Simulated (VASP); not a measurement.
# Sn (Fd-3m) in VASP: further runs

One crystal, Sn, is run at these levels: PBEsol, r2SCAN+rVV10, revPBE+D2, TPSS+D3(BJ); tasks: single point, relaxation of cell and atoms.

Program: VASP 6.6.1. These are calculated values, not measurements. Logs are shortened: lines on timing, memory, paths and dates and some standing lists are left out, and cuts for length are marked.

## (1) Starting point

It takes space group Fd-3m (No. 227, cubic). The conventional cell has a = 6.467 Å, b = 6.467 Å, c = 6.467 Å, α = 90.00°, β = 90.00°, γ = 90.00°. Sn (site symmetry -43m) is surrounded by 4 Sn at 2.80 Å.

This isn't the form of Sn at room conditions, which is tetragonal (white tin).

## (2) Single point, PBEsol

File INCAR:

```
PREC = Accurate ; ENCUT = 520
EDIFF = 1E-6 ; ISMEAR = 0
SIGMA = 0.05 ; LREAL = F
LASPH = T ; NELM = 60
ALGO = Normal ; ISIF = 2
LWAVE = F ; LCHARG = F
GGA = PS ; NBANDS = 21
```

File KPOINTS:

```
Automatic mesh
0
Gamma
  7 7 7
```

File POSCAR:

```
Sn
4.5726
    0.000000000000      0.707112539912      0.707112539912
    0.707112539912      0.000000000000      0.707112539912
    0.707112539912      0.707112539912      0.000000000000
Sn
2
Direct
    0.7500000000      0.7500000000      0.7500000000
    0.5000000000      0.5000000000      0.5000000000
```

Potentials or basis: VASP PAW PBE potentials, release 64 (Sn_d).

The run is started by

```console
$ cat potpaw_PBE.64/Sn_d/POTCAR > POTCAR
$ mpirun -np 1 vasp_std > vasp.out
```

OUTCAR:

```text
PREC = Accurate
   ENCUT = 520
   EDIFF = 1E-6
   ISMEAR = 0
   LREAL = F
   LASPH = T
   NELM = 60
   ISIF = 2
   GGA = PS

 ion  position               nearest neighbor table
   1  0.750  0.750  0.750-   2 2.80   2 2.80   2 2.80   2 2.80
   2  0.500  0.500  0.500-   1 2.80   1 2.80   1 2.80   1 2.80

  LATTYP: Found a face centered cubic cell.
 ALAT       =     6.4666856000

  Lattice vectors:

 A1 = (   0.0000000000,   3.2333428000,   3.2333428000)
 A2 = (   3.2333428000,   0.0000000000,   3.2333428000)
 A3 = (   3.2333428000,   3.2333428000,   0.0000000000)

Analysis of symmetry for initial positions (statically):
=====================================================================
 Subroutine PRICEL returns:
 Original cell was already a primitive cell.

 Routine SETGRP: Setting up the symmetry group for a
 face centered cubic supercell.

 Subroutine GETGRP returns: Found 48 space group operations
 (whereof 24 operations were pure point group operations)
 out of a pool of 48 trial point group operations.

The static configuration has the point symmetry T_d .
 The point group associated with its full space group is O_h .

Analysis of symmetry for dynamics (positions and initial velocities):
=====================================================================
 Subroutine PRICEL returns:
 Original cell was already a primitive cell.

 Routine SETGRP: Setting up the symmetry group for a
 face centered cubic supercell.

 Subroutine GETGRP returns: Found 48 space group operations
 (whereof 24 operations were pure point group operations)
 out of a pool of 48 trial point group operations.

The dynamic configuration has the point symmetry T_d .
 The point group associated with its full space group is O_h .

 Subroutine INISYM returns: Found 48 space group operations
 (whereof 24 operations are pure point group operations),
 and found     1 'primitive' translations

----------------------------------------------------------------------------------------

                                     Primitive cell

  volume of cell :      67.6060

  direct lattice vectors                    reciprocal lattice vectors
     0.000000000  3.233342800  3.233342800    -0.154638723  0.154638723  0.154638723
     3.233342800  0.000000000  3.233342800     0.154638723 -0.154638723  0.154638723
     3.233342800  3.233342800  0.000000000     0.154638723  0.154638723 -0.154638723

  length of vectors
     4.572637240  4.572637240  4.572637240     0.267842124  0.267842124  0.267842124

  position of ions in fractional coordinates (direct lattice)
     0.750000000  0.750000000  0.750000000
     0.500000000  0.500000000  0.500000000

  ion indices of the primitive-cell ions
   primitive index   ion index
                 1           1
                 2           2

----------------------------------------------------------------------------------------

 KPOINTS: Automatic mesh

Automatic generation of k-mesh.
 Grid dimensions read from file:
 generate k-points for:    7    7    7

 Generating k-lattice:

  Cartesian coordinates                     Fractional coordinates (reciprocal lattice)
    -0.022091246  0.022091246  0.022091246     0.142857143  0.000000000  0.000000000
     0.022091246 -0.022091246  0.022091246     0.000000000  0.142857143  0.000000000
     0.022091246  0.022091246 -0.022091246     0.000000000  0.000000000  0.142857143

  Length of vectors
     0.038263161  0.038263161  0.038263161

  Shift w.r.t. Gamma in fractional coordinates (k-lattice)
     0.000000000  0.000000000  0.000000000

 Subroutine IBZKPT returns following result:
 ===========================================

 Found     20 irreducible k-points:

 Following reciprocal coordinates:
            Coordinates               Weight
  0.000000  0.000000  0.000000      1.000000
  0.142857  0.000000  0.000000      8.000000
  0.285714  0.000000  0.000000      8.000000
  0.428571  0.000000  0.000000      8.000000
  0.142857  0.142857  0.000000      6.000000
  0.285714  0.142857  0.000000     24.000000
[... 12 lines left out ...]
 -0.428571  0.428571  0.142857     24.000000
 -0.285714  0.428571  0.142857     24.000000
   k-points           NKPTS =     20   k-points in BZ     NKDIM =     20   number of bands    NBANDS=     21
   number of dos      NEDOS =    301   number of ions     NIONS =      2
   total plane-waves  NPLWV =  46656
   dimension x,y,z NGX =    36 NGY =   36 NGZ =   36
   dimension x,y,z NGXF=    72 NGYF=   72 NGZF=   72
   ions per type =               2
   NGX,Y,Z   is equivalent  to a cutoff of  13.09, 13.09, 13.09 a.u.
   NGXF,Y,Z  is equivalent  to a cutoff of  26.18, 26.18, 26.18 a.u.
 SYSTEM =  unknown system
   PREC   = accura    normal or accurate (medium, high low for compatibility)
   ISTART =      0    job   : 0-new  1-cont  2-samecut
   ICHARG =      2    charge: 1-file 2-atom 10-const
   ISPIN  =      1    spin polarized calculation?
   LNONCOLLINEAR =      F non collinear calculations
   LSORBIT =      F    spin-orbit coupling
   LASPH  =      T    aspherical Exc in radial PAW
   ENCUT  =  520.0 eV  38.22 Ry    6.18 a.u.   8.50  8.50  8.50*2*pi/ulx,y,z
   NELM   =     60;   NELMIN=  2; NELMDL= -5     # of ELM steps
   EDIFF  = 0.1E-05   stopping-criterion for ELM
   LREAL  =      F    real-space projection
   EDIFFG = 0.1E-04   stopping-criterion for IOM
   NSW    =      0    number of steps for IOM
   IBRION =     -1    ionic relax: 0-MD 1-quasi-New 2-CG
   NFREE  =      0    steps in history (QN), initial steepest desc. (CG)
   ISIF   =      2    stress and relaxation
   ISYM   =      2    0-nonsym 1-usesym 2-fastsym
   POTIM  = 0.5000    time-step for ionic-motion
   TEBEG  =    0.0;   TEEND  =   0.0 temperature during run
   PSTRESS=    0.0 pullay stress
   NELECT =      28.0000    total number of electrons
   NUPDOWN=      -1.0000    fix difference up-down
   EMIN   =  10.00;   EMAX   =-10.00  energy-range for DOS
   EFERMI =   0.00;   METHOD = LEGACY
   ISMEAR =     0;   SIGMA  =   0.05  broadening in eV -4-tet -1-fermi 0-gaus
   EFERMI_NEDOS =   21; number of points for ismear=-14 and -15
   IALGO  =     38    algorithm
   IMIX   =      4    mixing-type and parameters
     AMIX     =   0.40;   BMIX     =  1.00
     AMIX_MAG =   1.60;   BMIX_MAG =  1.00
  volume/ion in A,a.u.               =      33.80       228.11
  Fermi-wavevector in a.u.,A,eV,Ry     =   1.220298  2.306028 20.260793  1.489126
  Thomas-Fermi vector in A             =   2.355520
   LORBIT       =      0    0 simple, 1 ext, 2 COOP (PROOUT), +10 PAW based schemes
   GGA     = PS    functional components
   LHFCALC =     F    Hartree Fock is set to
   AEXX    =    0.0000 exact exchange contribution
   IVDW    =     0    specifies the selected vdW correction
   LEPSILON=     F    determine dielectric tensor
   LRPA    =     F    only Hartree local field effects (RPA)
 non-spin polarized calculation
 Gauss-broadening in eV      SIGMA  =   0.05
  energy-cutoff  :      520.00
  volume of cell :       67.61
 maximum number of plane-waves:      1841
 NGX is ok and might be reduce to    36
   NGX = 17   NGY = 17   NGZ = 17

 number of electron      28.0000008 magnetization

 Free energy of the ion-electron system (eV)
  ---------------------------------------------------
  ext. energy  EPLUGINS =         0.00000000
  ---------------------------------------------------
  free energy    TOTEN  =        -8.43751877 eV

  energy without entropy =       -8.43699404  energy(sigma->0) =       -8.43725640

 E-fermi :   5.5716     XC(G=0):  -9.1097

 val. band max:        5.3326651711   @ k =   0.1429   0.0000   0.0000
 cond. band min:       5.5954916102   @ k =   0.4286   0.0000   0.0000
 fundamental gap:      0.2628264392
 Fermi energy:         5.5716300360

 k-point     1 :       0.0000    0.0000    0.0000
  band No.  band energies     occupation
      1     -16.0145      2.00000
      2     -16.0145      2.00000
      3     -16.0145      2.00000
      4     -15.9527      2.00000
      5     -15.9527      2.00000
      6     -15.6320      2.00000
[... 13 lines left out ...]
     20      13.6002      0.00000
     21      13.6002      0.00000

 k-point     2 :       0.1429    0.0000    0.0000
  band No.  band energies     occupation
      1     -16.0281      2.00000
      2     -16.0281      2.00000
      3     -16.0096      2.00000
      4     -15.9332      2.00000
      5     -15.9332      2.00000
      6     -15.6580      2.00000
[... 13 lines left out ...]
     20      12.5804      0.00000
     21      12.5804      0.00000

 k-point     3 :       0.2857    0.0000    0.0000
  band No.  band energies     occupation
      1     -16.0442      2.00000
      2     -16.0442      2.00000
      3     -15.9980      2.00000
      4     -15.9055      2.00000
      5     -15.9055      2.00000
      6     -15.6818      2.00000
[... 13 lines left out ...]
     20      12.5996      0.00000
     21      12.5996      0.00000

 k-point     4 :       0.4286    0.0000    0.0000
  band No.  band energies     occupation
      1     -16.0512      2.00000
      2     -16.0512      2.00000
      3     -15.9883      2.00000
      4     -15.8914      2.00000
      5     -15.8914      2.00000
      6     -15.6921      2.00000
[... 13 lines left out ...]
     20      13.8689      0.00000
     21      13.8689      0.00000

 k-point     5 :       0.1429    0.1429    0.0000
  band No.  band energies     occupation
      1     -16.0259      2.00000
      2     -16.0259      2.00000
      3     -16.0235      2.00000
      4     -15.9359      2.00000
      5     -15.9117      2.00000
      6     -15.6972      2.00000
[... 13 lines left out ...]
     20      11.7371      0.00000
     21      13.8269      0.00000
[... 286 lines left out ...]
     20      13.8539      0.00000
     21      14.5641      0.00000

 k-point    18 :      -0.4286    0.2857    0.1429
  band No.  band energies     occupation
      1     -16.0830      2.00000
      2     -16.0681      2.00000
      3     -15.9367      2.00000
      4     -15.8599      2.00000
      5     -15.8271      2.00000
      6     -15.7786      2.00000
[... 13 lines left out ...]
     20      14.0093      0.00000
     21      14.6551      0.00000

 k-point    19 :      -0.4286    0.4286    0.1429
  band No.  band energies     occupation
      1     -16.0786      2.00000
      2     -16.0761      2.00000
      3     -15.9287      2.00000
      4     -15.8560      2.00000
      5     -15.8246      2.00000
      6     -15.7658      2.00000
[... 13 lines left out ...]
     20      14.6084      0.00000
     21      15.8787      0.00000

 k-point    20 :      -0.2857    0.4286    0.1429
  band No.  band energies     occupation
      1     -16.0903      2.00000
      2     -16.0771      2.00000
      3     -15.9038      2.00000
      4     -15.8333      2.00000
      5     -15.8138      2.00000
      6     -15.7801      2.00000
[... 13 lines left out ...]
     20      14.3324      0.00000
     21      16.0928      0.00000

------------------------ aborting loop because EDIFF is reached ----------------------------------------

  FORCE on cell =-STRESS in cart. coord.  units (eV):
  Direction    XX          YY          ZZ          XY          YZ          ZX
  --------------------------------------------------------------------------------------
  -------------------------------------------------------------------------------------
  Total        0.6220300      0.6220300      0.6220300      0.0000000      0.0000000      0.0000000
  in kB       14.7413308     14.7413308     14.7413308      0.0000000      0.0000000      0.0000000
  external PRESSURE =      14.7413308 kB  Pullay stress =       0.0000000 kB

 VOLUME and BASIS-vectors are now :
 -----------------------------------------------------------------------------
  energy-cutoff  :      520.00
  volume of cell :       67.61
      direct lattice vectors                 reciprocal lattice vectors
     0.000000000  3.233342800  3.233342800    -0.154638723  0.154638723  0.154638723
     3.233342800  0.000000000  3.233342800     0.154638723 -0.154638723  0.154638723
     3.233342800  3.233342800  0.000000000     0.154638723  0.154638723 -0.154638723

 POSITION                                       TOTAL-FORCE (eV/Angst)
 -----------------------------------------------------------------------------------
      4.85001      4.85001      4.85001         0.000000      0.000000      0.000000
      3.23334      3.23334      3.23334        -0.000000     -0.000000     -0.000000
 -----------------------------------------------------------------------------------
    total drift:                                0.000000      0.000000      0.000000

  FREE ENERGIE OF THE ION-ELECTRON SYSTEM (eV)
  ---------------------------------------------------
  free  energy   TOTEN  =        -8.4375187712 eV

  energy  without entropy=       -8.4369940352  energy(sigma->0) =       -8.43725640
```

Wall time 19 s (1 thread of AMD EPYC 9R45 (Zen 5), shared host); peak memory 0.17 GiB.

Results:

| Item | Value |
| --- | --- |
| Free energy | -8.4375 eV |
| Pressure | 1.5 GPa |
| Band gap on the k mesh | none (metal or under the smearing width) |

Levels at points of the mesh, in eV from the Fermi level:
```
           k point  band 11  band 12  band 13  band 14  band 15  band 16  band 17  band 18
(0.00, 0.00, 0.00)   -10.67    -0.59     0.12     0.12     0.12     2.18     2.18     2.18
```

Caveat: the PAW data sets were made with another functional, which shifts forces and pressure a little.

## (3) Single point, PBEsol

File run.py:

```python
from ase.calculators.vasp import Vasp
from ase.dft.bandgap import bandgap
from ase.io import read

atoms = read('POSCAR')
calc = Vasp(
    directory='calc',
    xc='pbesol',
    pp='PBE',
    setups='materialsproject',
    prec='Accurate',
    encut=520,
    ediff=1e-06,
    ismear=0,
    sigma=0.05,
    lreal=False,
    lasph=True,
    nelm=60,
    algo='Normal',
    isif=2,
    lwave=False,
    lcharg=False,
    kpts=[7, 7, 7],
    gamma=True,
)
atoms.calc = calc

print('energy (eV):', atoms.get_potential_energy())
print('free energy (eV):', atoms.get_potential_energy(force_consistent=True))
print('forces (eV/A):')
print(atoms.get_forces())
print('stress (eV/A^3, Voigt):', atoms.get_stress())
print('Fermi level (eV):', calc.get_fermi_level())
gap, top, bottom = bandgap(calc)
print('band gap (eV):', gap, 'from (spin, k, band)', top, 'to', bottom)
```

File POSCAR:

```
Sn
1.0
    0.0000000000      3.2333428000      3.2333428000
    3.2333428000      0.0000000000      3.2333428000
    3.2333428000      3.2333428000      0.0000000000
Sn
2
Direct
    0.7500000000      0.7500000000      0.7500000000
    0.5000000000      0.5000000000      0.5000000000
```

Potentials or basis: VASP PAW PBE potentials, release 64 (Sn_d).

The run is started by

```console
$ python run.py
```

It took 19 s on 1 thread of AMD EPYC 9R45 (Zen 5), shared host; peak memory 0.16 GiB.

It converged, with:

- Free energy: -8.4375 eV
- Pressure: 1.5 GPa
- Band gap on the k mesh: none (metal or under the smearing width)

Levels at points of the mesh, in eV from the Fermi level:
| k point | band 11 | band 12 | band 13 | band 14 | band 15 | band 16 | band 17 | band 18 |
| --- | --- | --- | --- | --- | --- | --- | --- | --- |
| (0.00, 0.00, 0.00) | -10.67 | -0.59 | 0.12 | 0.12 | 0.12 | 2.18 | 2.18 | 2.18 |

Caveat: the PAW data sets were made with another functional, which shifts forces and pressure a little.

(Continued in part 2 of 2.)
